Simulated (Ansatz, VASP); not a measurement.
# Si11BHO24 (B-H pair in alpha-quartz): VASP beside Ansatz, part 2 of 2

Wanted: the spread between two codes on one cell, functional and k mesh. The cell is taken from a series of runs on this material, whose earlier steps may have relaxed, scaled, displaced or heated it; both programs get it as it stands.

VASP 6.6.1 and Ansatz 0.2.0.

So far: Starting point; Ansatz: single point, HSE06.

## 3. VASP: single point, HSE06

Level of this step: HSE06; plane waves and PAW (Si, O, B, H) (VASP).

The same cell, functional, mesh and smearing now go to VASP, with its own data sets.

Lines of VASP's logs that name or quote its potential files are left out, and so is its time.

The run reads the wave functions of an earlier VASP run, which isn't shown here.

INCAR

```
SYSTEM = Si11BHO24
PREC = Accurate
ENCUT = 520
EDIFF = 1E-06
NELM = 100
ISMEAR = -1
SIGMA = 0.01
LREAL = Auto
ALGO = Normal
LHFCALC = .TRUE.
AEXX = 0.25
GGA = PE
HFSCREEN = 0.208
LASPH = .TRUE.
NBANDS = 121
PRECFOCK = Fast
LORBIT = 11
LWAVE = .FALSE.
LCHARG = .FALSE.
ISIF = 2
```

POSCAR

```
Si11BHO24
1.0
   -2.5091692191      4.3460085723      5.5089740863
    5.0183384383      0.0000000000      5.5089740863
    5.0183384383      8.6920171446      0.0000000000
Si O B H
11 24 1 1
Direct
    0.0798782463      0.5780307967      0.4541586656
    0.5911139797      0.0736385674      0.2004919289
    0.4129040121      0.9323055593      0.0250299181
    0.9103946242      0.4238883545      0.2890725744
    0.0040973638      0.0028012444      0.2494032230
    0.4887380620      0.4958894793      0.0086232946
    0.0758908016      0.5800092616      0.9569009867
    0.6042850463      0.0916652798      0.6929846858
    0.4320898347      0.9084515533      0.5349125769
    0.8989641866      0.4285533201      0.7811261996
    0.0129507601      0.9945479420      0.7524310151
    0.2908769676      0.4768082780      0.4885557095
    0.8179928429      0.9993160598      0.2038427275
    0.4543931632      0.0057739944      0.3622596342
    0.9270727545      0.5311208358      0.1173952873
    0.4512654938      0.6990260669      0.0486543590
    0.9510849785      0.1914671422      0.3118013526
    0.1882056141      0.0139251213      0.1067562563
    0.6983780178      0.5093987186      0.3865453547
    0.0678075851      0.4698649601      0.3435880671
    0.5594897064      0.9759050238      0.0914034017
    0.0559549791      0.8088295710      0.3766282823
    0.5356178752      0.3104648236      0.1432442666
    0.2982840092      0.4875537064      0.9702748912
    0.8256332281      0.9932341039      0.7070488968
    0.4518881565      0.0443305506      0.8526497353
    0.9161157220      0.5453078861      0.6102347462
    0.4963891710      0.6717678035      0.5706513729
    0.9752531524      0.1969222355      0.7935348268
    0.2043956846      0.9700441280      0.6184423218
    0.6733784129      0.4829069275      0.8677160189
    0.0363885921      0.4895562384      0.8461180471
    0.5622687341      0.9942278546      0.5886206528
    0.0434908954      0.8145103850      0.8937797159
    0.5783014929      0.3270472560      0.6318854207
    0.5912710040      0.5024454626      0.5276578555
    0.2880203283      0.4369413082      0.6123267569
```

KPOINTS

```
Automatic mesh
0
Gamma
1 1 1
0 0 0
```

The projector-augmented-wave data sets are Si, O, B and H (PBE family, release 64).

The run is started by

```
$ export OMP_NUM_THREADS=3
$ mpirun -np 1 vasp_gam
```

Numbers of over 12 decimals in the logs are rounded to 6 here.

The program printed:

```text
[banner, memory and clock lines left out]
running    1 mpi-ranks, on    1 nodes
[...]
Offloading initialized ...    1 GPUs detected
[...]
LDA part: xc-table for (Slater+PW92), standard interpolation
 found WAVECAR, reading the header
 POSCAR, INCAR and KPOINTS ok, starting setup
[...]
reading WAVECAR
 the WAVECAR file was read successfully
 initial charge from wavefunction
 entering main loop
       N       E                     dE             d eps       ncg     rms          rms(c)
DAV:   1    -0.352667620455E+03   -0.35267E+03   -0.56187E+00   276   0.871E+00    0.107E+01
DAV:   2    -0.352710084546E+03   -0.42464E-01   -0.21057E-01   284   0.137E+00    0.778E+00
DAV:   3    -0.352691722882E+03    0.18362E-01   -0.18599E-02   292   0.389E-01    0.467E+00
DAV:   4    -0.352687617050E+03    0.41058E-02   -0.63682E-03   284   0.210E-01    0.267E+00
[...]
DAV:   9    -0.352685829430E+03    0.88881E-05   -0.71136E-06   284   0.106E-02    0.157E-01
DAV:  10    -0.352685827933E+03    0.14977E-05   -0.21713E-06   188   0.629E-03    0.897E-02
DAV:  11    -0.352685828177E+03   -0.24413E-06   -0.11175E-06   188   0.479E-03
   1 F= -.35268583E+03 E0= -.35268583E+03  d E =-.113849E-12
```

From OUTCAR (step 3):

```text
  Total       -7.2659191     -9.4849867     -4.8744172     -3.6484748      4.1155570     -3.1614013
  in kB      -24.2225520    -31.6203055    -16.2499502    -12.1629993     13.7201217    -10.5392318
  external PRESSURE =     -24.0309359 kB  Pullay stress =       0.0000000 kB

 POSITION                                       TOTAL-FORCE (eV/Angst)
 -----------------------------------------------------------------------------------
      4.97945      4.29471      3.62440         0.084033      0.115313     -0.007425
     -0.10753      4.31167      3.66210        -0.002006      0.024266     -0.009049
      3.76819      2.01204      7.41072         0.018916      0.030865     -0.034864
      1.29355      6.46921      7.35053         0.003086      0.026821      0.010124
      1.25537      2.18562      0.03800        -0.003327      0.060932     -0.034817
      1.30549      2.19901      5.42429         0.022328      0.041283      0.004558
      7.52231      8.64722      3.61334         0.065975      0.068359      0.009199
      2.42139      8.64966      3.83397        -0.110409      0.011663     -0.060543
      6.15910      6.52734      7.38501         0.018936     -0.046192     -0.005710
      3.81493     10.69647      7.31326        -0.016262     -0.146263     -0.033432
      8.73444      6.59643      5.55028        -0.022803     -0.009873      0.036649
      4.11466      5.51069      4.22916         1.665108      5.120634     -0.893507
      3.98538      5.32681     10.01151         0.017676     -0.014595     -0.000751
      0.70677      5.12356      2.53505        -0.021987      0.013346      0.009954
[...]
-----------------------------------------------------------------------------------
    total drift:                               -0.027748     -0.009186      0.023399

  FREE ENERGIE OF THE ION-ELECTRON SYSTEM (eV)
  ---------------------------------------------------
  free  energy   TOTEN  =      -352.6858281766 eV

  energy  without entropy=     -352.6858281766  energy(sigma->0) =     -352.68582818

[... 3 further parts left out ...]
[key lines of the parts left out:]
E-fermi :  -0.5863
```

The run ends at a pressure of -2.40 GPa, with forces up to 5.5 eV/Å.

## 4. Side by side

Known differences besides the potentials themselves: exact exchange at q = 0 is treated differently, which shows on coarse meshes; VASP keeps PBE cores, Ansatz makes them for the functional; the cutoff is 420 eV in Ansatz and 520 eV in VASP (PREC = Accurate, projectors in real space); VASP takes a coarser grid for exact exchange (PRECFOCK = Fast). Total energies have different zeros and are not compared.

Both answers:

| quantity | Ansatz | VASP | difference |
| --- | --- | --- | --- |
| gap on the k mesh (eV) | 7.415 | 7.435 | -0.020 |

Forces on 8 of the 37 atoms, those with the largest forces and the largest differences (eV/Å; atoms numbered as in POSCAR):

| atom | Ansatz x, y, z | VASP x, y, z |
| --- | --- | --- |
| Si1 | 0.073, 0.156, -0.029 | 0.084, 0.115, -0.007 |
| Si10 | -0.025, -0.154, -0.023 | -0.016, -0.146, -0.033 |
| O12 | 1.703, 5.130, -0.915 | 1.665, 5.121, -0.894 |
| O19 | 0.013, 0.035, -0.018 | -0.033, 0.042, 0.003 |
| O27 | 0.092, 0.012, -0.107 | 0.075, 0.016, -0.104 |
| O35 | 0.085, 0.042, -0.073 | 0.052, 0.057, -0.108 |
| B36 | 0.013, -0.173, 0.069 | 0.054, -0.173, 0.046 |
| H37 | -1.893, -5.031, 1.094 | -1.880, -4.947, 1.088 |

The forces differ by 17 meV/Å r.m.s., which is 2.3 % of the r.m.s. force of 0.730 eV/Å (both taken over all components). A gap on the mesh is an upper bound, since the band edges may lie between its points.

## 5. Summary of results

```json
{
 "r.m.s. force difference (single point, HSE06)": "2.3 % of the r.m.s. force"
}
```

**Reading.** The r.m.s. force difference is 2.3 % of the r.m.s. force (single point, HSE06), within the 3 % picked in this series as the mark of a large difference. Such differences can come from data sets, numerical settings and the points named under the comparisons, not from the functional's error against experiment.

[Lines on the potential files, build, host, timing and source positions are cut from VASP's logs without a mark.]

[Logs are printed without paths, hosts, clocks, repeated set-up lines and the standing remarks that a program may print on its own settings, such as how far it seeks lower states.]

[Hosts, paths, dates, database ids (printed as entryN), source tags and the programs' standing remarks are cut or masked in the printed files.]
